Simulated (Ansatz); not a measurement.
# Re: response to strain

Aim: deform Re (equal xx and yy strain of -3 %) and compute stress, forces and field gradients with LAPW, PAW and all-electron datasets made for the crystal.

Program: Ansatz 0.2.0. Level of theory: DFT PBE, scalar-relativistic. These are calculated values, not measurements.

## Step 1: The system as given

The structure is hexagonal, space group P6_3/mmc (No. 194). Conventional cell: a = 2.603 Å, b = 2.603 Å, c = 4.162 Å, α = 90.00°, β = 90.00°, γ = 120.00°. Re (site symmetry -6m2) has 12 Re at 2.57 to 2.60 Å as nearest neighbours.

Structure file:

```
CELL_PARAMETERS angstrom
2.60290 0.00000 0.00000
-1.30145 2.25418 0.00000
0.00000 0.00000 4.16200
ATOMIC_POSITIONS crystal
Re 0.33333 0.66667 0.25000
Re 0.66667 0.33333 0.75000
```

Atoms are numbered in the order of the input: Re1, Re2.

## Step 2: After the deformation

Space group P6_3/mmc before, P6_3/mmc after.

## Step 3: Full-potential LAPW

File input.yaml:

```yaml
crystal:
  lattice:
    - [2.5248140402, 0.0, 0.0]
    - [-1.2624070201, 2.1865530986, 0.0]
    - [0.0, 0.0, 4.162]
  atoms:
    - { symbol: Re, position: [0.3333333333, 0.6666666667, 0.25] }
    - { symbol: Re, position: [0.6666666667, 0.3333333333, 0.75] }
kpoints:
  mp_grid: { grid: [14, 14, 8] }
  band_path:
    path:
      - [0.0, 0.0, 0.0]
      - [0.5, 0.0, 0.0]
      - [0.3333333333, 0.3333333333, 0.0]
      - [0.0, 0.0, 0.0]
      - [0.0, 0.0, 0.5]
      - [0.5, 0.0, 0.5]
      - [0.3333333333, 0.3333333333, 0.5]
      - [0.0, 0.0, 0.5]
      - [0.5, 0.0, 0.5]
    npoints: 5
scf:
  occupations: { method: fermi_dirac, width: 0.05 }
hamiltonian:
  xc: pbe
  pseudopotentials: { kind: all_electron, lapw: { basis_error: 0.00025 } }
output:
  forces: true
  stress: true
  eigenvalues: true
```

Started as:

```console
$ ansatz run input.yaml --threads 1 --pin off --max-ram 3072MiB --backend cpu --events-out ev --progress --plain --runs-dir out
```

## Step 4: PAW on the default files

File input.yaml:

```yaml
crystal:
  lattice:
    - [2.5248140402, 0.0, 0.0]
    - [-1.2624070201, 2.1865530986, 0.0]
    - [0.0, 0.0, 4.162]
  atoms:
    - { symbol: Re, position: [0.3333333333, 0.6666666667, 0.25] }
    - { symbol: Re, position: [0.6666666667, 0.3333333333, 0.75] }
kpoints:
  mp_grid: { grid: [14, 14, 8] }
scf:
  occupations: { method: fermi_dirac, width: 0.05 }
hamiltonian:
  xc: pbe
  pseudopotentials: { kind: paw }
output:
  forces: true
  stress: true
  eigenvalues: true
  efg: { contact_densities: true }
```

## Step 5: All-electron PAW on datasets made for the crystal

Changes to input.yaml since step 4:

```diff
@@ -14,3 +14,3 @@
   xc: pbe
-  pseudopotentials: { kind: paw }
+  pseudopotentials: { kind: all_electron, datasets: crystal }
 output:
```

(Steps that only read results are left out.)

What does the calculation give? Wanted: pressure; largest shear or deviatoric stress.

As calculated:

| quantity | value |
| --- | --- |
| pressure | LAPW 168.94, PAW 169.59, crystal datasets 168.94 GPa |
| largest shear or deviatoric stress (LAPW) | 14.55 GPa |

In words: The largest part of the stress beyond the pressure is 14.55 GPa in size, in the zz component; the atoms are carried along and not relaxed. No run of the undeformed cell stands beside it, so the pressure holds what the given cell had before the change. PAW: stress within 0.65 GPa of LAPW. Crystal datasets: stress within 0.01 GPa of LAPW. Spin-orbit coupling is left out, though the cell holds Re; in elements this heavy it can shift bands and gaps by tenths of an eV.
